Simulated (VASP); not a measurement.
# CO in VASP: relaxation of the atoms with rev-vdW-DF2

Aim: the relaxation of the atoms of CO with rev-vdW-DF2.

Everything below comes from runs of VASP 6.6.1. Logs are shortened: lines on timing, memory, paths and dates and some standing lists are left out, and cuts for length are marked.

### 1 The molecule as given

The cell holds a molecule in a box, 2 atoms: a = 11.466 Å, b = 11.966 Å, c = 12.466 Å, α = 90.00°, β = 90.00°, γ = 90.00°.

### 2 Relaxation of the atoms, rev-vdW-DF2

Contents of INCAR:

```
PREC = Accurate ; ENCUT = 400
EDIFF = 1E-7 ; ISMEAR = 0
SIGMA = 0.01 ; LREAL = False
LASPH = True ; NELM = 60
ALGO = Normal ; ISIF = 2
LWAVE = False ; LCHARG = False
GGA = MK ; LUSE_VDW = True
AGGAC = 0.0 ; PARAM1 = 0.1234
PARAM2 = 0.711357 ; ZAB_VDW = -1.8867
IBRION = 2 ; NSW = 120
EDIFFG = -0.03 ; ISYM = 0
```

Contents of KPOINTS:

```
Automatic mesh
0
Gamma
  1 1 1
```

Contents of POSCAR:

```
CO
1.0
   11.4664208122      0.0000000000      0.0000000000
    0.0000000000     11.9664208122      0.0000000000
    0.0000000000      0.0000000000     12.4664208122
C O
1 1
Selective dynamics
Direct
    0.5219830803      0.5161969978      0.4612390426  F F F
    0.4780169197      0.4921597198      0.5387609574  T T T
```

Potentials or basis: VASP PAW PBE potentials, release 64 (C, O).

Command:

```console
$ cat potpaw_PBE.64/C/POTCAR potpaw_PBE.64/O/POTCAR > POTCAR
$ mpirun -np 1 vasp_gam > vasp.out
```

OUTCAR:

```text
PREC = Accurate
   ENCUT = 400
   EDIFF = 1E-7
   ISMEAR = 0
   LREAL = False
   LASPH = True
   NELM = 60
   ISIF = 2
   GGA = MK
   IBRION = 2
   NSW = 120
   EDIFFG = -0.03
   ISYM = 0

 ion  position               nearest neighbor table
   1  0.522  0.516  0.461-   2 1.13
   2  0.478  0.492  0.539-   1 1.13

IMPORTANT INFORMATION: All symmetrisations will be switched off!
NOSYMM: (Re-)initialisation of all symmetry stuff for point group C_1.

----------------------------------------------------------------------------------------

                                     Primitive cell

  volume of cell :    1710.5427

  direct lattice vectors                    reciprocal lattice vectors
    11.466420812  0.000000000  0.000000000     0.087211172  0.000000000  0.000000000
     0.000000000 11.966420812  0.000000000     0.000000000  0.083567176  0.000000000
     0.000000000  0.000000000 12.466420812     0.000000000  0.000000000  0.080215486

  length of vectors
    11.466420812 11.966420812 12.466420812     0.087211172  0.083567176  0.080215486

  position of ions in fractional coordinates (direct lattice)
     0.521983080  0.516196998  0.461239043
     0.478016920  0.492159720  0.538760957

  ion indices of the primitive-cell ions
   primitive index   ion index
                 1           1
                 2           2

----------------------------------------------------------------------------------------

 KPOINTS: Automatic mesh

Automatic generation of k-mesh.
 Grid dimensions read from file:
 generate k-points for:    1    1    1

 Generating k-lattice:

  Cartesian coordinates                     Fractional coordinates (reciprocal lattice)
     0.087211172  0.000000000  0.000000000     1.000000000  0.000000000  0.000000000
     0.000000000  0.083567176  0.000000000     0.000000000  1.000000000  0.000000000
     0.000000000  0.000000000  0.080215486     0.000000000  0.000000000  1.000000000

  Length of vectors
     0.087211172  0.083567176  0.080215486

  Shift w.r.t. Gamma in fractional coordinates (k-lattice)
     0.000000000  0.000000000  0.000000000

 Subroutine IBZKPT returns following result:
 ===========================================

 Found      1 irreducible k-points:

 Following reciprocal coordinates:
            Coordinates               Weight
  0.000000  0.000000  0.000000      1.000000
   k-points           NKPTS =      1   k-points in BZ     NKDIM =      1   number of bands    NBANDS=      9
   number of dos      NEDOS =    301   number of ions     NIONS =      2
   total plane-waves  NPLWV = 537600
   dimension x,y,z NGX =    80 NGY =   80 NGZ =   84
   dimension x,y,z NGXF=   160 NGYF=  160 NGZF=  168
   ions per type =               1   1
   NGX,Y,Z   is equivalent  to a cutoff of  11.60, 11.11, 11.20 a.u.
   NGXF,Y,Z  is equivalent  to a cutoff of  23.20, 22.23, 22.40 a.u.
 SYSTEM =  unknown system
   PREC   = accura    normal or accurate (medium, high low for compatibility)
   ISTART =      0    job   : 0-new  1-cont  2-samecut
   ICHARG =      2    charge: 1-file 2-atom 10-const
   ISPIN  =      1    spin polarized calculation?
   LNONCOLLINEAR =      F non collinear calculations
   LSORBIT =      F    spin-orbit coupling
   LASPH  =      T    aspherical Exc in radial PAW
   ENCUT  =  400.0 eV  29.40 Ry    5.42 a.u.  18.70 19.51 20.33*2*pi/ulx,y,z
   NELM   =     60;   NELMIN=  2; NELMDL= -5     # of ELM steps
   EDIFF  = 0.1E-06   stopping-criterion for ELM
   LREAL  =      F    real-space projection
   EDIFFG = -.3E-01   stopping-criterion for IOM
   NSW    =    120    number of steps for IOM
   IBRION =      2    ionic relax: 0-MD 1-quasi-New 2-CG
   NFREE  =      1    steps in history (QN), initial steepest desc. (CG)
   ISIF   =      2    stress and relaxation
   ISYM   =      0    0-nonsym 1-usesym 2-fastsym
   POTIM  = 0.5000    time-step for ionic-motion
   TEBEG  =    0.0;   TEEND  =   0.0 temperature during run
   PSTRESS=    0.0 pullay stress
   NELECT =      10.0000    total number of electrons
   NUPDOWN=      -1.0000    fix difference up-down
   EMIN   =  10.00;   EMAX   =-10.00  energy-range for DOS
   EFERMI =   0.00;   METHOD = LEGACY
   ISMEAR =     0;   SIGMA  =   0.01  broadening in eV -4-tet -1-fermi 0-gaus
   EFERMI_NEDOS =   21; number of points for ismear=-14 and -15
   IALGO  =     38    algorithm
   IMIX   =      4    mixing-type and parameters
     AMIX     =   0.40;   BMIX     =  1.00
     AMIX_MAG =   1.60;   BMIX_MAG =  1.00
  volume/ion in A,a.u.               =     855.27      5771.66
  Fermi-wavevector in a.u.,A,eV,Ry     =   0.294915  0.557309  1.183365  0.086975
  Thomas-Fermi vector in A             =   1.157983
   LORBIT       =      0    0 simple, 1 ext, 2 COOP (PROOUT), +10 PAW based schemes
   GGA     = MK    functional components
   LHFCALC =     F    Hartree Fock is set to
   AEXX    =    0.0000 exact exchange contribution
   IVDW_NL    =     1    kernel type
   BPARAM     = 6.3000
   IVDW    =     0    specifies the selected vdW correction
   LEPSILON=     F    determine dielectric tensor
   LRPA    =     F    only Hartree local field effects (RPA)
 conjugate gradient relaxation of ions
 non-spin polarized calculation
 Gauss-broadening in eV      SIGMA  =   0.01
  energy-cutoff  :      400.00
  volume of cell :     1710.54
 maximum number of plane-waves:     15554
 NGX is ok and might be reduce to    80
   NGX = 37   NGY = 39   NGZ = 41

--------------------------------------- Ionic step        1  -------------------------------------------

 number of electron      10.0000004 magnetization

 Free energy of the ion-electron system (eV)
  ---------------------------------------------------
  ext. energy  EPLUGINS =         0.00000000
  ---------------------------------------------------
  free energy    TOTEN  =       -12.29270690 eV

  energy without entropy =      -12.29270690  energy(sigma->0) =      -12.29270690

------------------------ aborting loop because EDIFF is reached ----------------------------------------

  FORCE on cell =-STRESS in cart. coord.  units (eV):
  Direction    XX          YY          ZZ          XY          YZ          ZX
  --------------------------------------------------------------------------------------
  -------------------------------------------------------------------------------------
  Total       -0.4408816     -0.7165749      0.5985009      0.2231429     -0.4260860     -0.7481802
  in kB       -0.4129511     -0.6711788      0.5605850      0.2090065     -0.3990928     -0.7007819
  external PRESSURE =      -0.1745150 kB  Pullay stress =       0.0000000 kB

 VOLUME and BASIS-vectors are now :
 -----------------------------------------------------------------------------
  energy-cutoff  :      400.00
  volume of cell :     1710.54
      direct lattice vectors                 reciprocal lattice vectors
    11.466420812  0.000000000  0.000000000     0.087211172  0.000000000  0.000000000
     0.000000000 11.966420812  0.000000000     0.000000000  0.083567176  0.000000000
     0.000000000  0.000000000 12.466420812     0.000000000  0.000000000  0.080215486

 POSITION                                       TOTAL-FORCE (eV/Angst)
 -----------------------------------------------------------------------------------
      5.98528      6.17703      5.75000         0.764374      0.431659     -1.463243
      5.48114      5.88939      6.71642        -0.764374     -0.431659      1.463243
 -----------------------------------------------------------------------------------
    total drift:                               -0.000025      0.000095     -0.000057

  FREE ENERGIE OF THE ION-ELECTRON SYSTEM (eV)
  ---------------------------------------------------
  free  energy   TOTEN  =       -12.2927069012 eV

  energy  without entropy=      -12.2927069012  energy(sigma->0) =      -12.29270690

Total vdW correction in eV:      2.2793656

--------------------------------------- Ionic step        2  -------------------------------------------

 number of electron      10.0000011 magnetization

------------------------ aborting loop because EDIFF is reached ----------------------------------------

  FORCE on cell =-STRESS in cart. coord.  units (eV):
  Direction    XX          YY          ZZ          XY          YZ          ZX
  --------------------------------------------------------------------------------------
  -------------------------------------------------------------------------------------
  Total       -2.2990385     -1.3271545     -6.2019017     -0.8315861      1.5943721      2.7952281
  in kB       -2.1533910     -1.2430773     -5.8090021     -0.7789039      1.4933663      2.6181463
  external PRESSURE =      -3.0684901 kB  Pullay stress =       0.0000000 kB

 VOLUME and BASIS-vectors are now :
 -----------------------------------------------------------------------------
  energy-cutoff  :      400.00
  volume of cell :     1710.54
      direct lattice vectors                 reciprocal lattice vectors
    11.466420812  0.000000000  0.000000000     0.087211172  0.000000000  0.000000000
     0.000000000 11.966420812  0.000000000     0.000000000  0.083567176  0.000000000
     0.000000000  0.000000000 12.466420812     0.000000000  0.000000000  0.080215486

 POSITION                                       TOTAL-FORCE (eV/Angst)
 -----------------------------------------------------------------------------------
      5.98528      6.17703      5.75000        -2.726205     -1.558011      5.227467
      5.44427      5.86857      6.78701         2.726205      1.558011     -5.227467
 -----------------------------------------------------------------------------------
    total drift:                                0.000137     -0.000159      0.000282

  FREE ENERGIE OF THE ION-ELECTRON SYSTEM (eV)
  ---------------------------------------------------
  free  energy   TOTEN  =       -12.0793735053 eV

  energy  without entropy=      -12.0793735053  energy(sigma->0) =      -12.07937351

Total vdW correction in eV:      2.2814784

--------------------------------------- Ionic step        3  -------------------------------------------

 number of electron      10.0000002 magnetization

 Free energy of the ion-electron system (eV)
  ---------------------------------------------------
  ext. energy  EPLUGINS =         0.00000000
  ---------------------------------------------------
  free energy    TOTEN  =       -12.30462440 eV

  energy without entropy =      -12.30462440  energy(sigma->0) =      -12.30462440

 E-fermi :  -9.0402     XC(G=0):  -0.6041

 val. band max:       -9.0976729058   @ k =   0.0000   0.0000   0.0000
 cond. band min:      -2.1710391321   @ k =   0.0000   0.0000   0.0000
 fundamental gap:      6.9266337737
 Fermi energy:        -9.0402069912

 k-point     1 :       0.0000    0.0000    0.0000
  band No.  band energies     occupation
      1     -29.2371      2.00000
      2     -14.0349      2.00000
      3     -11.7690      2.00000
      4     -11.7688      2.00000
      5      -9.0977      2.00000
      6      -2.1710      0.00000
      7      -2.1707      0.00000
      8      -0.4245      0.00000
      9       0.4387      0.00000

------------------------ aborting loop because EDIFF is reached ----------------------------------------

  FORCE on cell =-STRESS in cart. coord.  units (eV):
  Direction    XX          YY          ZZ          XY          YZ          ZX
  --------------------------------------------------------------------------------------
  -------------------------------------------------------------------------------------
  Total       -0.8297347     -0.8443737     -0.8271976      0.0018488     -0.0023799     -0.0054264
  in kB       -0.7771698     -0.7908814     -0.7747935      0.0017316     -0.0022291     -0.0050826
  external PRESSURE =      -0.7809482 kB  Pullay stress =       0.0000000 kB

 VOLUME and BASIS-vectors are now :
 -----------------------------------------------------------------------------
  energy-cutoff  :      400.00
  volume of cell :     1710.54
      direct lattice vectors                 reciprocal lattice vectors
    11.466420812  0.000000000  0.000000000     0.087211172  0.000000000  0.000000000
     0.000000000 11.966420812  0.000000000     0.000000000  0.083567176  0.000000000
     0.000000000  0.000000000 12.466420812     0.000000000  0.000000000  0.080215486

 POSITION                                       TOTAL-FORCE (eV/Angst)
 -----------------------------------------------------------------------------------
      5.98528      6.17703      5.75000        -0.006807     -0.008286      0.016147
      5.47470      5.88575      6.72876         0.006807      0.008286     -0.016147
 -----------------------------------------------------------------------------------
    total drift:                               -0.000633     -0.000130     -0.000985

  FREE ENERGIE OF THE ION-ELECTRON SYSTEM (eV)
  ---------------------------------------------------
  free  energy   TOTEN  =       -12.3046244037 eV

  energy  without entropy=      -12.3046244037  energy(sigma->0) =      -12.30462440

Total vdW correction in eV:      2.2796748

 reached required accuracy - stopping structural energy minimisation
```

It took 42 min on 1 thread of Intel Xeon 6975P-C (Granite Rapids), shared host; peak memory 3.3 GiB.

What came out:

| Property | Result |
| --- | --- |
| Free energy | -12.3046 eV |
| Energy gained by relaxing | 6.0 meV/atom |
| Ionic steps | 3 |
| Gap between the frontier levels | 6.93 eV |

The path:
```csv
step,energy change (eV),largest force (eV/Å),pressure (GPa)
1,0.0000,1.7064,-0.02
2,0.2133,6.0980,-0.31
3,-0.0119,0.0194,-0.08
```

Final structure:
```
C O
1.0
    11.46642    0.00000    0.00000
     0.00000   11.96642    0.00000
     0.00000    0.00000   12.46642
C O
1 1
Direct
  0.52198 0.51620 0.46124
  0.47745 0.49186 0.53975
```

Caveat: the cutoff is under 1.25 times the usual one of these potentials, so pressure, stress and relaxed cells hold a basis-set (Pulay) error; the standard files for N, O and F lose accuracy on very short bonds; the PAW data sets were made with another functional, which shifts forces and pressure a little.
